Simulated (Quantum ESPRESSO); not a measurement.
Crystal: Nb.

```
Nb
1.0
    -1.66395    1.66395    1.66395
     1.66395   -1.66395    1.66395
     1.66395    1.66395   -1.66395
Nb
1
Cartesian
  0.0000 0.0000 0.0000
```

| Quantity | Value |
| --- | --- |
| Program | Quantum ESPRESSO 7.5 |
| Task | phonon dispersion |
| Functional | LDA |
| Potentials or basis | GBRV 1.5 LDA |
| Cutoff | 612 eV |
| Density cutoff | 4898 eV |
| k mesh | 12 × 12 × 12 |
| Occupations | cold, width 0.2 eV |
| Spin | no spin polarisation |
| Form of the LDA correlation | PZ81 |
| Mixing beta | 0.5 |
| Most SCF iterations | 120 |
| SCF threshold | 2e-10 Ry |
| q mesh | 3 × 3 × 3 |

The cell and the atoms were relaxed first, to 17.11 Å³/atom (a = 2.812 Å, b = 2.812 Å, c = 2.812 Å, α = 109.47°, β = 109.47°, γ = 109.47°), and the response was taken there.

Task: Is this structure dynamically stable at this level, and how far does the spectrum reach?

Result: Yes, as far as this q mesh shows: no mode on the path is imaginary. The highest frequency is 216 cm⁻¹.

Phonon frequencies at the corners of the path (cm⁻¹, interpolated; i marks imaginary ones):
| point | frequencies |
| --- | --- |
| Γ | 0 0 0 |
| H | 214 214 214 |
| N | 120 131 195 |
| P | 148 148 148 |

Harmonic thermodynamics per atom at this volume (zero-point energy 27.5 meV, Debye temperature from the second moment 283 K):
| T (K) | free energy (meV) | entropy (k_B) | heat capacity Cv (k_B) |
| --- | --- | --- | --- |
| 50 | 27.2 | 0.32 | 0.88 |
| 100 | 23.6 | 1.36 | 2.08 |
| 200 | 4.0 | 3.06 | 2.72 |
| 298.15 | -26.9 | 4.18 | 2.87 |
| 500 | -113.8 | 5.69 | 2.95 |
| 800 | -280.2 | 7.08 | 2.98 |

Phonon states per cell in windows of 10 cm⁻¹ (negative: imaginary):
| from (cm⁻¹) | total |
| --- | --- |
| 0 | 0.00 |
| 10 | 0.00 |
| 20 | 0.00 |
| 30 | 0.01 |
| 40 | 0.01 |
| 50 | 0.02 |
| 60 | 0.02 |
| 70 | 0.03 |
| 80 | 0.05 |
| 90 | 0.07 |
| 100 | 0.11 |
| 110 | 0.28 |
| 120 | 0.42 |
| 130 | 0.33 |
| 140 | 0.27 |
| 150 | 0.23 |
| 160 | 0.24 |
| 170 | 0.23 |
| 180 | 0.23 |
| 190 | 0.22 |
| 200 | 0.16 |
| 210 | 0.07 |

Caveat: the q mesh is small, so phonon branches between its points and thermal values are rough.
